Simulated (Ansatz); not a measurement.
# GdO (zincblende): Hubbard U from linear response, part 2 of 3

Aim: compute U for the open shells of GdO (zincblende) from the response of their occupations, under several protocols, and apply it.

Ansatz 0.2.0; DFT with U by linear response, scalar-relativistic, plane waves, PAW. The steps go on from the part before.

## 3. PBE, one shot, started from U = 0, 3×3×3 q-mesh, all-electron orthogonalised atomic projectors

Input file input.yaml:

```yaml
crystal:
  lattice:
    - [0.0, 2.7, 2.7]
    - [2.7, 0.0, 2.7]
    - [2.7, 2.7, 0.0]
  atoms:
    - { symbol: Gd, position: [0.0, 0.0, 0.0], spin: 7.0 }
    - { symbol: O, position: [0.25, 0.25, 0.25] }
basis:
  ecutwfc: 420
  ecutrho_ratio: 4
kpoints:
  mp_grid: { grid: [9, 9, 9] }
hamiltonian:
  xc: pbe
  hubbard:
    sites: [{ species: Gd, l: f, u_eff: linear-response }]
    lr: { qmesh: [3, 3, 3] }
scf:
  occupations: { method: gaussian, width: 0.05 }
output:
  forces: true
  stress: true
  eigenvalues: true
  populations: true
  hubbard: { sites: [{ species: Gd, l: f }] }
  dos: { projected: true, de: 0.02 }
  write_density: true
  write_potential: true
  elf: true
  volumetric_format: npy
magnetization:
  spin_polarized: true
```

On the command line:

```sh
$ ansatz run input.yaml --threads 4 --pin off --max-ram 6144MiB --backend cpu --events-out ev --progress --plain --runs-dir out
```

The program printed:

```text
Warning: output.stress: scf.convergence.dr2_threshold = 1e-7 eV (the SCF's general default) is looser than the 2e-10 eV advised for a printed stress (1e-10 eV for each atom of the cell: 2). What an SCF threshold leaves in a stress goes as its square root, and in the free energy as the threshold itself, and one threshold admits the most on a small cell: of the crystals measured, under no hybrid functional and no lock of the moments, on runs that ended without the residual-converged pass, on stresses that held no estimate of that error, the worst erred by over 100 MPa in a component at 1e-7 eV an atom and by under 5 at 1e-10. Set scf.convergence.dr2_threshold to 2e-10 eV or tighter. The threshold is an SCF's pass mark: one that does not reach it within its budget of iterations ends unconverged, or closes short of it on a stop that the run arms, and scf.convergence.dr2_threshold's page says what that costs each kind of run
Warning: RAYON_NUM_THREADS=4 ignored (pool sized by the plan → 4); use --threads N
Gd: projections on atomic orbitals take those of the free atom [Kr 4d10] 4f7 5s2 5p6 5d1 6s2, of charge +0.00 (hamiltonian.pseudopotentials.projection_atoms); the dataset's partial waves leave at most 2.5e-4 of an orbital's norm unspanned inside its sphere
O: projections on atomic orbitals take those of the free atom [He] 2s2 2p4, of charge +0.00 (hamiltonian.pseudopotentials.projection_atoms); the dataset's partial waves leave at most 1.9e-8 of an orbital's norm unspanned inside its sphere
Engine: ansatz 0.2.0, aarch64-unknown-linux-gnu
Pseudopotentials: kind: paw
Pseudopotential: Gd, paw, valence charge 18, recommended cutoff 420 eV (normal), Gd.paw.azcp
Pseudopotential: O, paw, valence charge 6, recommended cutoff 420 eV (normal), O.paw.azcp
Functional definition: PBE
  parameter kappa = 0.804
  parameter beta = 0.06672455060314922
  exchange = pbe_x(kappa = kappa, mu = beta*pi^2/3)
  correlation = pbe_c(beta = beta)
davidson cushion auto → off  (block headroom 4 ≥ Hubbard manifold empty extent 4; pin scf.eigensolver.cushion to override)
LR-U cycle 1: input U_eff = [0.000] eV
Crystal: 2 atoms, lattice volume = 39.366 Å³
Basis set: ecut = 420 eV, 749 PW (Γ), exchange–correlation on 54×54×54 points (8 copies of the dense FFT grid, shifted against one another)
Bands: 20, of which v1, the nominal top of the filled ones, is band 12 counted from 1 (11 counted from 0)
Symmetry: 24 space group operations
Space group: F-43m (ITA 216), of the structure as read, at distance tolerance 3.4e-5 Å
Magnetic group: BNS 216.74 (UNI 1576), of the structure as read, at distance tolerance 3.4e-5 Å
k-points: 35 of 729 (time reversal used)
Non-local potential: Gd, projectors of the file, l = 0: 3, l = 1: 2, l = 2: 2, l = 3: 3
Non-local potential: O, projectors of the file, l = 0: 2, l = 1: 2, l = 2: 1
PAW form: soft (Blöchl's): semilocal exchange-correlation on the pseudo side does not see the compensation charge
PAW one-centre angular grid: Gd, 590 points (default); XC on 64 Gauss nodes
PAW one-centre angular grid: O, 110 points (default); XC on 64 Gauss nodes
Initial density: superposition of atomic densities (chi_scale 0.1, normalization cell, long waves kept (reshape's long-wave potential 0.00 eV rms))
Starting moments: Σ|m| = 7 μB on 1 of 2 sites
Initial wavefunctions: pseudopotential atomic-orbital guess
Functional: x = pbe(κ = 0.804, μ = 0.2195149727645171), c = pbe(β = 0.06672455060314922)
iter 1 solved again at ethr=4.81e-2 eV; its pass at ethr=1.00e-1 eV (dr2=1.15e1 eV) is discarded
SCF iter   1: F=—  HF=-9901.282381 eV  |F-HF|=—  |Δ(HF+E_count)|=         —  Δρ=2.34e-1 (↑2.34e-1 ↓1.38e-1)  dr2=1.16e1  dr2_m=1.10e1  M=6.000 μB ∫|m|=6.167 μB  β_m=1.00  ethr=4.81e-2  ⟨swp⟩=2.0  Hψ=6216  notcnv=0
preconditioner: auto → Kerker (q_TF=auto, 2.512 Å⁻¹)  [metal: Δε(μ)=0.002 eV  Ē_g=12.118 eV  σ=0.050 eV  W_gap=0.03  n_scr=14 (ndim 8)  ℏωp=27.8 eV  f_vac=0.000  D(μ)=26.71/eV (n_scr^D=892)]
spin=Collinear: Kerker preconditioning applied to the charge; magnetization (m = ρ↑ − ρ↓) channel mixes plain (no charge-response kernel on spin).
iter 2 solved again at ethr=3.23e-3 eV; its pass at ethr=4.81e-2 eV (dr2=7.76e-1 eV) is discarded
SCF iter   2: F=—  HF=-9900.029563 eV  |F-HF|=—  |Δ(HF+E_count)|=    1.25e0  Δρ=1.26e-1 (↑6.68e-2 ↓1.26e-1)  dr2=9.50e-1  dr2_m=3.25e0  M=6.917 μB ∫|m|=7.027 μB  β_m=1.00  ethr=3.23e-3  ⟨swp⟩=3.5  Hψ=6369  notcnv=0  defer=2
eigensolver tolerance schedule calibrated: the retry pair's looser diagonalisation under-reported the residual by θ = 0.18 (0.16/decade); ethr = c·dr2/N_el runs at the constant in force after the calibration composes with the one it found (an armed cap, an earlier calibration), c = 4.1e-2
SCF iter   3: F=—  HF=-9898.962245 eV  |F-HF|=—  |Δ(HF+E_count)|=    1.07e0  Δρ=2.59e-2 (↑1.34e-2 ↓2.59e-2)  dr2=6.01e-1  dr2_m=6.08e-2  M=6.568 μB ∫|m|=6.679 μB  β_m=0.30  ethr=1.62e-3  ⟨swp⟩=4.0  Hψ=4260  notcnv=0
SCF iter   4: F=—  HF=-9900.796433 eV  |F-HF|=—  |Δ(HF+E_count)|=    1.83e0  Δρ=1.40e-2 (↑8.57e-3 ↓1.40e-2)  dr2=1.16e-1  dr2_m=1.26e-2  M=6.863 μB ∫|m|=6.979 μB  β_m=1.00  ethr=1.02e-3  ⟨swp⟩=3.1  Hψ=3118  notcnv=0  defer=2
SCF iter   5: F=—  HF=-9901.607744 eV  |F-HF|=—  |Δ(HF+E_count)|=   8.11e-1  Δρ=1.43e-2 (↑4.72e-3 ↓1.43e-2)  dr2=9.13e-2  dr2_m=1.86e-2  M=7.065 μB ∫|m|=7.167 μB  β_m=1.00  ethr=1.97e-4  ⟨swp⟩=4.4  Hψ=4336  notcnv=0  defer=3
SCF iter   6: F=—  HF=-9902.018572 eV  |F-HF|=—  |Δ(HF+E_count)|=   4.11e-1  Δρ=1.70e-2 (↑7.78e-3 ↓1.70e-2)  dr2=1.87e-1  dr2_m=2.07e-2  M=7.378 μB ∫|m|=7.443 μB  β_m=1.00  ethr=1.56e-4  ⟨swp⟩=3.1  Hψ=3265  notcnv=0  defer=1
SCF iter   7: F=—  HF=-9902.222275 eV  |F-HF|=—  |Δ(HF+E_count)|=   2.04e-1  Δρ=4.67e-3 (↑4.67e-3 ↓2.80e-3)  dr2=1.35e-2  dr2_m=1.62e-3  M=7.423 μB ∫|m|=7.484 μB  β_m=0.30  ethr=1.56e-4  ⟨swp⟩=4.1  Hψ=4359  notcnv=0  defer=1
SCF iter   8: F=—  HF=-9902.372931 eV  |F-HF|=—  |Δ(HF+E_count)|=   1.51e-1  Δρ=3.01e-3 (↑3.01e-3 ↓1.88e-3)  dr2=6.22e-3  dr2_m=1.01e-3  M=7.448 μB ∫|m|=7.503 μB  β_m=1.00  ethr=2.30e-5  ⟨swp⟩=3.5  Hψ=3499  notcnv=0
[... 6 lines left out ...]
spin-set hold released at iteration 13 (site moments contracting): the magnetisation degrees of freedom join the quasi-Newton model from the next iteration; the mixer history was flushed
[... 14 lines left out ...]
SCF 1 converged in 27 iterations: F = -9902.533980 eV  dr2 = 1.07e-13
LR-U reference ψ shed before the perturbed-orbit SCFs — 0.02 GiB of wavefunction and exchange-operator storage released
NSCF: frozen V_eff on 35 k-points
NSCF: frozen V_eff on 450 k-points
DFPT response loops at q = (0, 0.3333333333333333, -0.33333333333333337) (fractional): preconditioner auto → Kerker (q_TF=auto, 2.512 Å⁻¹) (partly filled bands, converged f_vac=0.017); β = 1.00, the filter's whole step (`scf.mixing.beta` (0.30) is not read by the response loops under this deck's `scf.mixing.preconditioner`; to damp them name `kerker` or `kerker_dos`, under which they read `scf.mixing.beta`, and type it under 1.00, their step now; both keys bind the ground state too); Broyden in place of MSR1
NSCF: frozen V_eff on 330 k-points
DFPT response loops at q = (0, 0, 0.3333333333333333) (fractional): mixed as the last ones told, above
NSCF: frozen V_eff on 270 k-points
DFPT response loops at q = (0, 0.3333333333333333, 0.3333333333333333) (fractional): mixed as the last ones told, above
NSCF: frozen V_eff on 35 k-points
DFPT response loops at q = (0, 0, 0) (fractional): mixed as the last ones told, above
LR-U cycle 1: largest |computed − input| of the U and V asked for = 5.3335 eV
LR-U result after 1 cycle(s), on the 3×3×3 q mesh at shift [0, 0, 0]:
  orbit [0]: n₀ = 7.1591, χ₀ = -0.5957 eV⁻¹, χ = -0.1420 eV⁻¹, U = 5.333 eV (written back: yes)
  q = [0.0000, 0.0000, 0.0000], weight 0.0370: sites [0] shifted on 35 pairs of k-points with 20 bands, 7 passes, the loops' stops and last bands leave some 6.6e-5 eV⁻¹ in χ
  q = [0.0000, 0.0000, 0.3333], weight 0.2963: sites [0] shifted on 165 pairs of k-points with 20 bands, 10 passes, the loops' stops and last bands leave some 5.9e-5 eV⁻¹ in χ
  q = [0.0000, 0.3333, 0.3333], weight 0.2222: sites [0] shifted on 135 pairs of k-points with 20 bands, 10 passes, the loops' stops and last bands leave some 4.9e-5 eV⁻¹ in χ
  q = [0.0000, 0.3333, -0.3333], weight 0.4444: sites [0] shifted on 225 pairs of k-points with 20 bands, 10 passes, the loops' stops and last bands leave some 5.2e-5 eV⁻¹ in χ
[... 1 line left out ...]
preconditioner: auto → Kerker (q_TF=auto, 2.512 Å⁻¹)  [metal: Δε(μ)=0.038 eV  Ē_g=13.792 eV  σ=0.050 eV  W_gap=0.39  n_scr=14 (ndim 8)  ℏωp=27.8 eV  f_vac=0.000  D(μ)=2.57/eV (n_scr^D=26)]
spin=Collinear: Kerker preconditioning applied to the charge; magnetization (m = ρ↑ − ρ↓) channel mixes plain (no charge-response kernel on spin).
[... 3 lines left out ...]
SCF iter   5: F=—  HF=-9901.503265 eV  |F-HF|=—  |Δ(HF+E_count)|=   9.49e-1  Δρ=3.79e-3 (↑3.79e-3 ↓2.33e-3)  dr2=7.73e-3  dr2_m=8.85e-4  M=7.926 μB ∫|m|=7.928 μB  β_m=0.30  ethr=1.90e-4  ⟨swp⟩=2.5  Hψ=2883  notcnv=0  defer=82
Mixer restart at iter 5: flushing history
spin-set hold released at iteration 5 (site moments contracting): the magnetisation degrees of freedom join the quasi-Newton model from the next iteration; the mixer history was flushed
SCF iter   6: F=—  HF=-9901.927411 eV  |F-HF|=—  |Δ(HF+E_count)|=   4.24e-1  Δρ=3.00e-3 (↑3.00e-3 ↓2.33e-3)  dr2=5.39e-3  dr2_m=8.02e-4  M=7.926 μB ∫|m|=7.928 μB  β_m=0.65  ethr=3.22e-5  ⟨swp⟩=2.4  Hψ=2645  notcnv=0  defer=82
SCF iter   7: F=—  HF=-9902.346264 eV  |F-HF|=—  |Δ(HF+E_count)|=   4.19e-1  Δρ=2.01e-3 (↑2.01e-3 ↓1.05e-3)  dr2=1.25e-3  dr2_m=6.99e-4  M=7.926 μB ∫|m|=7.928 μB  β_m=0.62  ethr=2.24e-5  ⟨swp⟩=2.6  Hψ=2971  notcnv=0  defer=82
SCF iter   8: F=—  HF=-9902.345929 eV  |F-HF|=—  |Δ(HF+E_count)|=   3.35e-4  Δρ=7.45e-4 (↑5.99e-4 ↓7.45e-4)  dr2=6.15e-4  dr2_m=8.39e-5  M=7.926 μB ∫|m|=7.928 μB  β_m=0.71  ethr=5.20e-6  ⟨swp⟩=2.4  Hψ=2535  notcnv=0  defer=82
SCF iter   9: F=—  HF=-9902.346197 eV  |F-HF|=—  |Δ(HF+E_count)|=   2.69e-4  Δρ=4.04e-4 (↑4.04e-4 ↓3.40e-4)  dr2=2.81e-4  dr2_m=1.45e-5  M=7.926 μB ∫|m|=7.928 μB  β_m=0.86  ethr=2.56e-6  ⟨swp⟩=2.5  Hψ=2393  notcnv=0  defer=82
SCF iter  10: F=—  HF=-9902.346344 eV  |F-HF|=—  |Δ(HF+E_count)|=   1.47e-4  Δρ=2.23e-4 (↑2.23e-4 ↓2.03e-4)  dr2=8.02e-5  dr2_m=2.73e-7  M=7.926 μB ∫|m|=7.928 μB  β_m=0.87  ethr=1.17e-6  ⟨swp⟩=2.0  Hψ=1553  notcnv=0  defer=82
SCF iter  11: F=—  HF=-9902.346370 eV  |F-HF|=—  |Δ(HF+E_count)|=   2.62e-5  Δρ=1.27e-4 (↑1.18e-4 ↓1.27e-4)  dr2=2.37e-5  dr2_m=2.27e-7  M=7.926 μB ∫|m|=7.928 μB  β_m=0.83  ethr=3.34e-7  ⟨swp⟩=2.0  Hψ=1808  notcnv=0  defer=82
SCF iter  12: F=—  HF=-9902.346373 eV  |F-HF|=—  |Δ(HF+E_count)|=   2.53e-6  Δρ=1.36e-5 (↑1.06e-5 ↓1.36e-5)  dr2=2.56e-7  dr2_m=4.92e-9  M=7.926 μB ∫|m|=7.928 μB  β_m=0.92  ethr=9.88e-8  ⟨swp⟩=2.0  Hψ=1614  notcnv=0  defer=82
SCF iter  13: F=-9902.346373 eV  HF=-9902.346373 eV  |F-HF|=1.15e-9  |Δ(HF+E_count)|=   5.28e-8  Δρ=1.82e-6 (↑1.01e-6 ↓1.82e-6)  dr2=3.66e-9  dr2_m=8.73e-11  M=7.926 μB ∫|m|=7.928 μB  ethr=4.17e-10  ⟨swp⟩=12.5  Hψ=9992  notcnv=0
SCF 2 converged in 13 iterations: F = -9902.346373 eV  dr2 = 3.66e-9
SCF converged after 13 iterations
Magnetization: 7.9259 μB (15.9630 up, 8.0370 down)
Absolute magnetization: 7.9279 μB (∫|ρ↑−ρ↓|, with the PAW one-centre terms)
Spin contamination: 0.0095 ħ² per cell (⟨S²⟩ above its minimum at these occupations)
Per-site moments (μB) at R_I (Å): [(7.014334659827699, 0.9645357934649187), (0.019960703492958712, 0.9645357934649187)]
Free energy (F): -9902.346373 eV
Harris-Foulkes:  -9902.346373 eV  (|F-HF|=1.15e-9)
Internal energy: -9902.345165 eV  (E = F + TS)
E sigma→0 (E₀):  -9902.345769 eV
Entropy (-TS):   -0.001208 eV (-0.604 meV/atom)
Fermi energy:    12.501220 eV
--- Per-component energies (eV) ---
  E_band       = -49.979615
  E_kinetic    = 580.278601
  E_local      = -2481.041177  (includes V_loc(G=0)·N_el)
  E_nonlocal   = 332.960827
  E_hartree    = 1011.339080
  E_xc         = -309.071381
  E_vxc        = -349.634590  (∫ρ·V_xc dr)
  E_hubbard    = 0.087347  (on-site DFT+U / exact-exchange correction)
  E_vhub       = -18.555207  (the Hubbard potential's part of the band-sum identity)
  E_paw        = -6605.269393  (= ΣΔE_a)
  E_vpaw       = -136.666766  (= ΣTr[D̂ρ^β])
  E_aug_tail   = 0.002419  (compensation charges beyond the density's cutoff)
  E_ewald      = -2431.631488
  E_smearing   = -0.001208  (= −TS)
  E_closure    = -0.000000  (closes the sum)
  Σ components = -9902.346373   (vs F -9902.346373, Δ=0.00e0)
--- Forces (eV/Å), atoms counted from 1 ---
  atom   1  Gd     0.00000000    -0.00000000     0.00000000
  atom   2  O     -0.00000000     0.00000000     0.00000000
  max |Σ_I F_I| component: 1.57e-16 eV/Å
--- Stress (GPa, compression-positive) ---
       -0.233394       0.000000      -0.000000
       -0.000000      -0.233394       0.000000
       -0.000000       0.000000      -0.233394
  P = ⅓ Tr σ = -0.2334 GPa (-2.334 kbar)
--- Band table (eV; the first three rows and the last of 70) ---
  k-point 0 ↑: bands = ["-33.5155", "-10.7241", "-10.7241", "-10.7241", "-6.9475", "4.1109", "4.1109", "4.1109", "4.2396", "4.2734", "4.2734", "4.2734", "6.8849", "6.8849", "6.8849", "10.0998", "14.8677", "14.8677", "16.8177", "16.8177"]
  k-point 1 ↑: bands = ["-33.5112", "-10.8418", "-10.7329", "-10.7329", "-6.8386", "4.1119", "4.1181", "4.1181", "4.2498", "4.2619", "4.2619", "4.2737", "6.7525", "6.9459", "6.9459", "10.5898", "14.6576", "14.6576", "16.5410", "17.0643"]
  k-point 2 ↑: bands = ["-33.5005", "-11.1110", "-10.7551", "-10.7551", "-6.5978", "4.1190", "4.1328", "4.1328", "4.2399", "4.2399", "4.2641", "4.2746", "6.6443", "7.0852", "7.0852", "11.6186", "14.4099", "14.4099", "15.9855", "17.3517"]
  k-point 34 ↓: bands = ["-30.2493", "-9.7266", "-8.6585", "-8.5215", "-5.2905", "7.1623", "7.4459", "8.0528", "13.4416", "13.8705", "14.7873", "14.8075", "14.8997", "14.9308", "14.9738", "15.0614", "15.1188", "16.7594", "18.1395", "19.1944"]
Occupation matrices written to <dir>
--- Löwdin populations: 2 sites ---
  site symbol       q [e]    m [muB]
     0     Gd     17.2732     7.8317
     1      O      6.6318     0.0310
  spilling = 0.003957 (of n_electrons = 24.000000)
--- Occupation matrices: 1 shell (run DFT+U table (all-electron-ortho-atomic); ε = 8.61e-5) ---
  Gd0 f_4F: site group Td (-43m)
  Gd0 f_4F up     Tr n = 6.9953  λ = 0.998 0.999 0.999 0.999 1.000 1.000 1.000  [xyz 1.00 (A1 1.00) A1(1.00) | 3× z3 0.33 (T2 1.00) T2(1.00) | 3× z(x2-y2) 0.33 (T1 1.00) T1(1.00)]
  Gd0 f_4F dn     Tr n = 0.0282  λ = 0.003 0.003 0.003 0.004 0.004 0.004 0.009  [3× z3 0.33 (T2 1.00) T2(1.00) | 3× z(x2-y2) 0.33 (T1 1.00) T1(1.00) | xyz 1.00 (A1 1.00) A1(1.00)]
  Tr n, λ and their labels are of the run-group-symmetrised matrices; stabiliser: 24 of 48 elements of G0×{1,Θ} (closed), max defect 3.8e-15 at τ = 1.8e-5
```

Run time: 62 s. Hardware: 4 threads of Arm Neoverse V1, shared host; peak memory 0.86 GiB.

This gives: volume 19.683 Å³/atom, pressure -0.23 GPa, metallic, moments in the atoms' spheres Gd 7.01 μB.

U = χ0⁻¹ − χ⁻¹ is taken from the full response matrices; their on-site elements and the result:

```
shell on atoms  occupation in the state that responds  χ0 (1/eV)  χ (1/eV)  U (eV)
          Gd 1                                   7.16     -0.596    -0.142    5.33
```

Counts of states by energy window, in eV from the Fermi level:

```
from  to    up  down  Gd 4f  Gd 5d  O 2p  Gd 6s
  -7  -6  0.09  0.00   0.00   0.02  0.05   0.01
  -6  -5  1.96  1.59   0.06   0.68  2.59   0.14
  -5  -4  0.96  1.41   0.03   0.26  1.98   0.03
  -4  -3  0.00  0.00   0.00   0.00  0.00   0.00
  -3  -2  0.00  0.00   0.00   0.00  0.00   0.00
  -2  -1  0.05  0.00   0.00   0.01  0.00   0.02
  -1   0  0.91  0.03   0.00   0.55  0.12   0.16
   0   1  0.46  0.36   0.03   0.53  0.11   0.10
   1   2  0.58  1.40   0.37   1.27  0.16   0.10
   2   3  0.79  6.93   6.31   1.17  0.12   0.03
   3   4  0.68  0.87   0.18   1.09  0.08   0.08
```

Below -7 eV the file holds 7.0 more states, down to its end at -10 eV.

The projection uses the shells of the potentials' files: it has no valence p orbitals on Gd, so such weight is missing from the shares.

(Continued in part 3 of 3.)
